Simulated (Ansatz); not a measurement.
Stress against strain in HfB₂

```
CELL_PARAMETERS angstrom
3.14000 0.00000 0.00000
-1.57000 2.71932 0.00000
0.00000 0.00000 3.48000
ATOMIC_POSITIONS crystal
Hf 0.00000 0.00000 0.00000
B 0.33333 0.66667 0.50000
B 0.66667 0.33333 0.50000
```

Atoms are numbered in the order listed.

Conventional cell: a = 3.140 Å, b = 3.140 Å, c = 3.480 Å, α = 90.00°, β = 90.00°, γ = 120.00°. Around Hf (atom 1) lie 12 B at 2.51 Å. Around B (atom 2) lie 3 B at 1.81 Å.

The cell is COD entry 1510711, as deposited and not checked against the literature; nothing was relaxed.

Spin–orbit coupling is left out, though it moves levels of the heavy atoms by tenths of an eV or more.

The calculation used DFT, PBE, all-electron LAPW, scalar-relativistic (Ansatz 0.2.0).

Numerical set-up: a Γ-centred 13×13×11 k mesh, Fermi–Dirac smearing of 0.05 eV, basis error target 0.5 meV/atom, no spin polarisation.

The strain is applied along the Cartesian axes of the cell as listed (the other components stay zero). Fractional coordinates are held (clamped ions).

σ is the change of stress from the unstrained cell, which is at 1.43 GPa; tension is positive, so slopes are stress–strain coefficients at that pressure. In a metal the k mesh adds noise.

Only quantities that a quadratic follows smoothly over the whole series are listed; rougher ones are left out.

```csv
εzz,σzz (GPa),σxx (GPa)
-0.0300,-14.65,-4.27
-0.0200,-9.52,-2.73
0.0000,0.00,0.00
0.0100,4.40,1.21
0.0200,8.54,2.35
0.0300,12.44,3.40
```

(1) Fit the series and read off the stiffness at zero strain.

(2) One run, at εzz = -0.0100, is withheld. Predict its row.

## Answers

(1) Least-squares fits y = p0 + p1 x + p2 x² to the rows give σzz (GPa): p1 = 452, p2 = -1200; σxx (GPa): p1 = 128, p2 = -480. So C33 = 452 GPa and C13 = 128 GPa, for these axes.

(2) The fits give -4.64, -1.33; the run gave -4.66, -1.30.
